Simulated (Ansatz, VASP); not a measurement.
## One calculation of CdTe, two programs

File INCAR:

```
PREC = Accurate
ENCUT = 520
EDIFF = 1E-6
ISMEAR = 0
SIGMA = 0.05
LREAL = False
LASPH = True
NELM = 60
ALGO = Normal
ISIF = 2
LWAVE = False
LCHARG = False
GGA = PS
NBANDS = 16
```

KPOINTS

```
regular mesh
0
Gamma
  8 8 8
```

POSCAR

```
CdTe
1.0
    0.0000000000      3.2446715270      3.2446715270
    3.2446715270      0.0000000000      3.2446715270
    3.2446715270      3.2446715270      0.0000000000
Cd Te
1 1
Direct
    0.0000000000      0.0000000000      0.0000000000
    0.7500000000      0.7500000000      0.7500000000
```

Input for Ansatz:

```yaml
crystal:
  lattice:
    - [0.0, 3.244671527, 3.244671527]
    - [3.244671527, 0.0, 3.244671527]
    - [3.244671527, 3.244671527, 0.0]
  atoms:
    - { symbol: Cd, position: [0.0, 0.0, 0.0] }
    - { symbol: Te, position: [0.75, 0.75, 0.75] }
basis:
  ecutwfc: 420
kpoints:
  mp_grid: { grid: [8, 8, 8] }
hamiltonian:
  xc: pbesol
scf:
  occupations: { method: gaussian, width: 0.05 }
output:
  forces: true
  stress: true
  eigenvalues: true
  write_density: true
  write_potential: true
  elf: true
  volumetric_format: npy
```

Alike in both runs: task single point; functional PBEsol; k mesh 8 × 8 × 8; occupations gaussian, width 0.05 eV; no spin polarisation.

|  | VASP | Ansatz |
| --- | --- | --- |
| version | VASP 6.6.1 | Ansatz 0.2.0 |
| potentials or method | VASP PAW PBE potentials, release 64 (Cd, Te) | scalar-relativistic, plane waves, PAW |
| plane-wave cutoff (eV) | 520 | 420 |
| valence electrons in the cell | 18 | 36 |

```csv
,VASP,Ansatz,Ansatz less VASP
gap on the k mesh at the Fermi level (eV),0.65,0.65,-0.002
least direct gap on the mesh (eV),0.65,0.65,-0.002
pressure (GPa),0.2,0.0,-0.16
```

The functional is the same, so the differences come from potentials, cutoffs and numerics. The two sets of potentials don't hold the same shells in valence.

Caveats: the PAW data sets were made with another functional, which shifts forces and pressure a little (VASP); spin-orbit coupling is left out, which moves the levels of the heavy elements.
